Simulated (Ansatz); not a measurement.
Sc in Ansatz: the effect of target pressure

Sc:

```
Sc
1.0
     3.20196    0.00000    0.00000
     1.50211    2.84414    0.00000
     1.54899    0.92645    2.67418
Sc
1
Cartesian
  0.0000 0.0000 0.0000
```

This isn't the form of Sc at room conditions, which is hcp.

Alike in all runs:

```yaml
Program: Ansatz 0.2.0
Task: relaxation of cell and atoms
Functional: PBEsol
Potentials_or_basis: Ansatz PAW
Cutoff: "420 eV (not typed: the program's choice for these potentials)"
k_mesh: 10 × 10 × 10
Occupations: fermi-dirac, width 0.05 eV
Spin: no spin polarisation
```

Each run relaxes the cell or the atoms first.

```tsv
target pressure	relaxed volume (Å³/atom)
0 GPa	23.61
2 GPa	?
5 GPa	21.76
10 GPa	20.35
20 GPa	18.31
30 GPa	16.87
```

Question: What does the run with target pressure 2 GPa give?

Answer: Relaxed volume 22.80 Å³/atom.

Worked out: In Murnaghan's law V^(-B') rises as a straight line in P. The other rows fit best with B' = 2.7, V0 = 23.61 Å³/atom and B0 = 55 GPa, which gives 22.80 Å³/atom at 2 GPa, against the run's 22.80.

Caveats: the plane-wave basis is chosen anew once the cell has moved, so the energies of steps on either side of that aren't comparable; the PAW data sets come from PBE, with cores solved anew for the run's functional, which leaves a small shift of forces and pressure; the volume moved by over 15 % at a fixed basis, so the end points are rough (some runs).
